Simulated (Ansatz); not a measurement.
MgF2 (Sellaite):

```
Mg F
1.0
     4.62500    0.00000    0.00000
     0.00000    4.62500    0.00000
     0.00000    0.00000    3.05200
Mg F
2 4
Direct
  0.50000 0.50000 0.50000
  0.00000 0.00000 0.00000
  0.80300 0.19700 0.50000
  0.69700 0.69700 0.00000
  0.19700 0.80300 0.50000
  0.30300 0.30300 0.00000
```

Base run:

| Quantity | Value |
| --- | --- |
| Program | Ansatz 0.2.0 |
| Functional | RPBE |
| Potentials or basis | Ansatz PAW |
| Cutoff | 420 eV (not typed: the program's choice for these potentials) |
| k mesh | 6 × 6 × 9 |
| Occupations | fermi-dirac, width 0.05 eV |
| Spin | no spin polarisation |

Its results: band gap on the k mesh 7.44 eV, direct; pressure 9.2 GPa; largest force 0.055 eV/Å.

Q: The run is repeated on the same cell with these changes: functional from RPBE to revPBE. What comes out?

A: Band gap on the k mesh 7.38 eV, direct; pressure 8.2 GPa; largest force 0.047 eV/Å.

Caveats: the PAW data sets come from PBE, with cores solved anew for the run's functional, which leaves a small shift of forces and pressure.
